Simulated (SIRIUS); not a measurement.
**TiCo under changes of volume**

One of the cells (13.313 Å³/atom); the others are scaled copies at fixed shape and fractional positions:

```xyz
2
Lattice="2.9861 0.0000 0.0000 0.0000 2.9861 0.0000 0.0000 0.0000 2.9861" Properties=species:S:1:pos:R:3 pbc="T T T"
Co    1.4931    1.4931    1.4931
Ti    0.0000    0.0000    0.0000
```

The cell comes from a database or a generator and needn't be the stable form of this composition.

```yaml
Program: SIRIUS 7.12.0
Functional: PBEsol
Potentials_or_basis: all-electron FP-LAPW
Cutoff: 190 eV
Basis: apw+lo standard
k_mesh: 9 × 9 × 9
Occupations: fermi-dirac, width 0.05 eV
Spin: collinear spin, ferromagnetic start
Starting_moments: "[2.0, 1.0] μB"
```

```csv
volume (Å³/atom),energy over the lowest point (meV/atom),moment (μB per cell)
12.515,0.02,0.56
12.781,0.00,0.60
13.047,6.11,0.64
13.313,?,?
13.580,34.24,0.73
13.846,55.21,0.77
14.112,79.77,0.81
```

**Question.** What does the run at 13.313 Å³/atom give?

**Answer.** Energy over the lowest point 17.84 meV/atom; moment 0.68 μB per cell.

Worked out: A Birch-Murnaghan fit of order 3 (a polynomial in V^(-2/3)) to the other rows has its minimum at 12.65 Å³/atom with B0 = V·E''(V) = 188 GPa and B' = 4.7. It gives 17.73 meV/atom at 13.313 Å³/atom, against the run's 17.84. A straight line through the other rows of the moment, of slope 0.158 μB per Å³/atom, gives 0.68 μB, against the run's 0.68.

Energies are extrapolated to zero smearing.
